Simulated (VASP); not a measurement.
The system is ZrO.

```
Zr O
1.0
     1.82664   -2.91885    0.00000
     1.82664    2.91885    0.00000
     0.00000    0.00000    2.61994
Zr O
1 1
Direct
  0.00000 0.00000 0.00000
  0.50000 0.50000 0.00000
```

The cell was built by a generator and needn't be a form met in nature.

| Item | Value |
| --- | --- |
| Program | VASP 6.6.1 |
| Task | relaxation of cell and atoms |
| Functional | r2SCAN |
| Dispersion | D3(BJ) |
| Potentials or basis | VASP PAW PBE potentials, release 64 (Zr_sv, O) |
| Cutoff | 600 eV |
| k mesh | 9 × 9 × 10 |
| Occupations | gaussian, width 0.05 eV |
| Spin | no spin polarisation |

At the start: pressure 60.2 GPa; volume 13.97 Å³/atom.

**Question.** How do energy, volume and symmetry change on relaxing?

**Answer.** Over 28 steps the energy falls by 1591.0 meV/atom and the volume is 14.77 Å³/atom (+5.7 %); space group P4/mmm (No. 123, to 0.05 Å).

The path:
```csv
step,energy change (eV),largest force (eV/Å),pressure (GPa),volume (Å³)
1,0.0000,0.0000,60.21,27.94
2,3.0489,0.0000,-34.59,51.62
3,-1.1883,0.0000,-13.98,35.09
4,-1.3760,0.0000,-6.30,33.53
5,-1.4137,0.0000,1.63,32.34
6,-1.4151,0.0000,0.53,32.49
7,-2.2013,0.0000,-9.50,34.04
8,-2.6398,0.0000,-11.54,34.84
9,-2.0184,0.0000,9.81,34.69
10,-2.7173,0.0000,-11.21,34.95
11,-2.2372,0.0000,31.28,29.88
12,-2.9734,0.0000,-2.89,32.85
13,-2.9765,0.0000,-2.02,32.71
14,-3.1235,0.0000,-5.56,31.52
15,-3.1234,0.0000,-5.54,31.54
16,-3.1702,0.0000,4.25,28.98
17,-3.1729,0.0000,2.09,29.46
18,-3.1737,0.0000,-1.63,29.50
19,-3.1817,0.0000,0.05,29.48
20,-3.1820,0.0000,0.25,29.50
21,-3.1820,0.0000,0.23,29.50
22,-3.1820,0.0000,-0.16,29.57
23,-3.1820,0.0000,-0.01,29.54
24,-3.1820,0.0000,-0.03,29.53
25,-3.1820,0.0000,0.09,29.51
26,-3.1820,0.0000,0.07,29.53
27,-3.1820,0.0000,0.05,29.53
28,-3.1820,0.0000,0.04,29.53
```

Final structure:
```
Zr O
1.0
     2.16747   -2.17235    0.00000
     2.16747    2.17235    0.00000
     0.00000    0.00000    3.13607
Zr O
1 1
Cartesian
  0.0000 0.0000 0.0000
  2.1675 0.0000 0.0000
```

Caveat: the PAW data sets were made with another functional, which shifts forces and pressure a little; pairwise dispersion overbinds metals, which lowers pressure and volume.
